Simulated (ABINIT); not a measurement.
# MgB2 (P6/mmm) in ABINIT: further runs

The runs below take MgB2 through single point, with PBE, LDA.

All numbers are computed with ABINIT 10.8.3 (patched build); they aren't measurements. Logs are shortened: lines on timing, memory, paths and dates and some standing lists are left out, and cuts for length are marked. The log counts tension as positive stress, the text compression.

**1. Starting point**

The structure is hexagonal, space group P6/mmm (No. 191). Conventional cell: a = 3.085 Å, b = 3.085 Å, c = 3.523 Å, α = 90.00°, β = 90.00°, γ = 120.00°. Around Mg (site symmetry 6/mmm) lie 12 B at 2.51 Å. B (site symmetry -6m2) has 3 B at 1.78 Å as nearest neighbours.

**2. Single point, PBE**

Input file run.abi:

```
# Pseudopotentials
pp_dirpath "./"
pseudos "Mg.upf, B.upf"

# Structure
acell 3.085 3.085 3.523 Angstrom
rprim
     1.0000000000     0.0000000000     0.0000000000
    -0.5000000000     0.8660254038     0.0000000000
     0.0000000000     0.0000000000     1.0000000000
ntypat 2
znucl 12 5
natom 3
typat 1 2 2
xred
     0.0000000000     0.0000000000     0.0000000000
     0.6666666667     0.3333333333     0.5000000000
     0.3333333333     0.6666666667     0.5000000000

# Plane-wave basis
ecut 40.0

# k points
kptopt 1
ngkpt 8 8 6
nshiftk 1
shiftk 0.0 0.0 0.0

# Exchange and correlation
ixc 11

# Bands and occupations
nband 12
occopt 3
tsmear 0.05 eV

# SCF cycle
nstep 100
tolvrs 1.0e-10

# Output
iomode 3
prtwf 0
prteig 0
prtebands 0
prtden 1
prtvha 1
prtvclmb 1
prtpot 1
prtelf 1
```

Potentials or basis: PseudoDojo NC SR PBE v0.4.1 standard.

The run is started by

```bash
> mpirun --bind-to none -np 4 abinit run.abi > log 2>&1
```

run.abo:

```text
.Version 10.8.3 of ABINIT
 Symmetries : space group P6/m m m (#191); Bravais hP (primitive hexag.)
================================================================================
 Values of the parameters that define the memory need of the present run
     intxc =       0    ionmov =       0      iscf =       7    lmnmax =       4
     lnmax =       4     mgfft =      40  mpssoang =       2    mqgrid =    3001
     natom =       3  nloc_mem =       1    nspden =       1   nspinor =       1
    nsppol =       1      nsym =      24    n1xccc =    2501    ntypat =       2
    occopt =       3   xclevel =       2
       mpw =        2394          nfft =       51840          nkpt =          40
================================================================================
================================================================================

--------------------------------------------------------------------------------
------------- Echo of variables that govern the present computation ------------
--------------------------------------------------------------------------------
 -outvars: echo values of preprocessed input variables --------
            acell      5.8298050984E+00  5.8298050984E+00  6.6575051416E+00 Bohr
              amu      2.43050000E+01  1.08110000E+01
             ecut      4.00000000E+01 Hartree
              ixc          11
         kptrlatt        8    0    0      0    8    0      0    0    6
          kptrlen      3.99450308E+01
            natom           3
            nband          12
            ngfft          36      36      40
             nkpt          40
            nstep         100
             nsym          24
           ntypat           2
           occopt           3
        prtebands           0
           prteig           0
           prtelf           1
           prtpot           1
         prtvclmb           1
           prtvha           1
            prtwf           0
            rprim      1.0000000000E+00  0.0000000000E+00  0.0000000000E+00
                      -5.0000000000E-01  8.6602540380E-01  0.0000000000E+00
                       0.0000000000E+00  0.0000000000E+00  1.0000000000E+00
          spgroup         191
           tolvrs      1.00000000E-10
           tsmear      1.83746611E-03 Hartree
            typat      1  2  2
           xangst      0.0000000000E+00  0.0000000000E+00  0.0000000000E+00
                       1.5425000000E+00  8.9056279024E-01  1.7615000000E+00
                      -7.9179547778E-18  1.7811255805E+00  1.7615000000E+00
            xcart      0.0000000000E+00  0.0000000000E+00  0.0000000000E+00
                       2.9149025492E+00  1.6829197715E+00  3.3287525708E+00
                      -1.4962766007E-17  3.3658395430E+00  3.3287525708E+00
             xred      0.0000000000E+00  0.0000000000E+00  0.0000000000E+00
                       6.6666666667E-01  3.3333333333E-01  5.0000000000E-01
                       3.3333333333E-01  6.6666666667E-01  5.0000000000E-01
            znucl       12.00000    5.00000
[... 123 lines left out ...]
 reduced coordinates (array xred) for    3 atoms
       0.000000000000      0.000000000000      0.000000000000
       0.666666666667      0.333333333333      0.500000000000
       0.333333333333      0.666666666667      0.500000000000
 rms dE/dt=  4.1131E-28; max dE/dt=  8.0779E-28; dE/dt below (all hartree)
    1       0.000000000000      0.000000000000      0.000000000000
    2      -0.000000000000     -0.000000000000      0.000000000000
    3       0.000000000000      0.000000000000      0.000000000000

 cartesian coordinates (angstrom) at end:
    1      0.00000000000000     0.00000000000000     0.00000000000000
    2      1.54250000000000     0.89056279024100     1.76150000000000
    3     -0.00000000000000     1.78112558048200     1.76150000000000

 cartesian forces (hartree/bohr) at end:
    1      0.00000000000000     0.00000000000000    -0.00000000000000
    2      0.00000000000000     0.00000000000000    -0.00000000000000
    3     -0.00000000000000    -0.00000000000000    -0.00000000000000
 frms,max,avg= 9.8447910E-29 1.7777603E-28   0.000E+00  0.000E+00  0.000E+00 h/b

 cartesian forces (eV/Angstrom) at end:
    1      0.00000000000000     0.00000000000000    -0.00000000000000
    2      0.00000000000000     0.00000000000000    -0.00000000000000
    3     -0.00000000000000    -0.00000000000000    -0.00000000000000
 frms,max,avg= 5.0623951E-27 9.1416112E-27   0.000E+00  0.000E+00  0.000E+00 e/A
 length scales=  5.829805098426  5.829805098426  6.657505141573 bohr
              =  3.085000000000  3.085000000000  3.523000000000 angstroms
 Fermi (or HOMO) energy (hartree) =   0.25574   Average Vxc (hartree)=  -0.40905
 Eigenvalues (hartree) for nkpt=  40  k points:
 kpt#   1, nband= 12, wtk=  0.00260, kpt=  0.0000  0.0000  0.0000 (reduced coord)
  -2.50970   -1.28885   -1.28885   -1.28823   -0.20065    0.14781    0.26864    0.26864
   0.31703    0.48739    0.48739    0.55220
      occupation numbers for kpt#   1
   2.00000    2.00000    2.00000    2.00000    2.00000    2.00000    0.00178    0.00178
   0.00000    0.00000    0.00000    0.00000
 prteigrs : prtvol=0 or 1, do not print more k-points.

--- !EnergyTerms
iteration_state     : {dtset: 1, }
comment             : Components of total free energy in Hartree
kinetic             :  3.80769983616579E+01
hartree             :  2.03476479860697E+01
xc                  : -1.04196926659198E+01
Ewald energy        : -3.69279619835024E+01
psp_core            :  1.30691650996102E+00
local_psp           : -5.96628692982964E+01
non_local_psp       : -1.80123784728308E+01
internal            : -6.52913395628608E+01
'-kT*entropy'       : -3.69907889098892E-04
total_energy        : -6.52917094707499E+01
total_energy_eV     : -1.77667792506895E+03
band_energy         : -1.21533737616968E+01
...

 Cartesian components of stress tensor (hartree/bohr^3)
  sigma(1 1)=  3.08432247E-05  sigma(3 2)=  0.00000000E+00
  sigma(2 2)=  3.08432245E-05  sigma(3 1)=  0.00000000E+00
  sigma(3 3)=  4.41506472E-05  sigma(2 1)=  0.00000000E+00

-Cartesian components of stress tensor (GPa)         [Pressure= -1.0379E+00 GPa]
- sigma(1 1)=  9.07439000E-01  sigma(3 2)=  0.00000000E+00
- sigma(2 2)=  9.07438993E-01  sigma(3 1)=  0.00000000E+00
- sigma(3 3)=  1.29895689E+00  sigma(2 1)=  0.00000000E+00

== END DATASET(S) ==============================================================
================================================================================

 -outvars: echo values of variables after computation  --------
            acell      5.8298050984E+00  5.8298050984E+00  6.6575051416E+00 Bohr
           etotal     -6.5291709471E+01
            fcart      1.5395856166E-29  8.8888017017E-30 -0.0000000000E+00
                       1.0777099316E-28  1.6888723233E-28 -0.0000000000E+00
                      -1.2316684933E-28 -1.7777603403E-28 -0.0000000000E+00
            rprim      1.0000000000E+00  0.0000000000E+00  0.0000000000E+00
                      -5.0000000000E-01  8.6602540380E-01  0.0000000000E+00
                       0.0000000000E+00  0.0000000000E+00  1.0000000000E+00
           strten      3.0843224699E-05  3.0843224458E-05  4.4150647175E-05
                       0.0000000000E+00  0.0000000000E+00  0.0000000000E+00
           xangst      0.0000000000E+00  0.0000000000E+00  0.0000000000E+00
                       1.5425000000E+00  8.9056279024E-01  1.7615000000E+00
                      -7.9179547778E-18  1.7811255805E+00  1.7615000000E+00
             xred      0.0000000000E+00  0.0000000000E+00  0.0000000000E+00
                       6.6666666667E-01  3.3333333333E-01  5.0000000000E-01
                       3.3333333333E-01  6.6666666667E-01  5.0000000000E-01
 Calculation completed.
```

It took 11 s on 4 MPI ranks of Intel Xeon Platinum 8259CL at 2.50GHz (Skylake/Cascade Lake), shared host; peak memory 0.28 GiB.

What came out:

* Free energy: -1776.6779 eV
* Pressure: -1.0 GPa
* Band gap on the k mesh: none (metal or under the smearing width)
* Valence electrons inside the program's atomic spheres: Mg 8.36; B 2.65

Stress tensor (GPa, compression positive):
```
-0.91  0.00  0.00
 0.00 -0.91  0.00
 0.00  0.00 -1.30
```

Levels at points of the mesh, in eV from the Fermi level:
| k point | band 4 | band 5 | band 6 | band 7 | band 8 | band 9 | band 10 | band 11 | band 12 |
| --- | --- | --- | --- | --- | --- | --- | --- | --- | --- |
| (0.00, 0.00, 0.00) | -42.01 | -12.42 | -2.94 | 0.35 | 0.35 | 1.67 | 6.30 | 6.30 | 8.07 |
| (0.50, 0.00, 0.00) | -42.01 | -8.53 | -7.83 | -2.19 | 0.22 | 3.07 | 3.90 | 5.32 | 7.09 |
| (0.00, 0.00, 0.50) | -42.02 | -11.13 | -7.43 | 0.72 | 0.72 | 6.66 | 6.66 | 7.92 | 9.83 |
| (0.50, 0.00, 0.50) | -42.01 | -7.56 | -6.92 | -3.56 | -1.89 | -1.29 | 5.70 | 8.76 | 8.91 |

**3. Single point, LDA**

Changes to run.abi since step 2:

```diff
@@ -29,3 +29,3 @@
 # Exchange and correlation
-ixc 11
+ixc 7
 
@@ -43,8 +43,5 @@
 prtwf 0
+prtden 0
 prteig 0
 prtebands 0
-prtden 1
-prtvha 1
-prtvclmb 1
-prtpot 1
-prtelf 1
+enunit 2
```

Potentials or basis: PseudoDojo NC SR LDA v0.4.1 standard.

The run is started by

```bash
> abinit run.abi > log 2>&1
```

Run time: 18 s. Hardware: 1 thread of Intel Xeon 6975P-C (Granite Rapids), shared host; peak memory 0.08 GiB.

It converged, with:

```
Free energy                                           : -1774.4611 eV
Pressure                                              : -7.4 GPa
Band gap on the k mesh                                : none (metal or under the smearing width)
Valence electrons inside the program's atomic spheres : Mg 8.37; B 2.64
```

Stress tensor (GPa, compression positive):
```
-7.44  0.00  0.00
 0.00 -7.44  0.00
 0.00  0.00 -7.29
```

Levels at points of the mesh, in eV from the Fermi level:
```
           k point  band 4  band 5  band 6  band 7  band 8  band 9  band 10  band 11  band 12
(0.00, 0.00, 0.00)  -41.97  -12.30   -2.92    0.36    0.36    1.66     6.28     6.28     8.20
(0.50, 0.00, 0.00)  -41.96   -8.39   -7.77   -2.17    0.23    3.06     3.94     5.31     6.98
(0.00, 0.00, 0.50)  -41.98  -10.98   -7.42    0.73    0.73    6.65     6.65     7.88     9.86
(0.50, 0.00, 0.50)  -41.97   -7.41   -6.84   -3.54   -1.88   -1.32     5.77     8.59     8.83
```
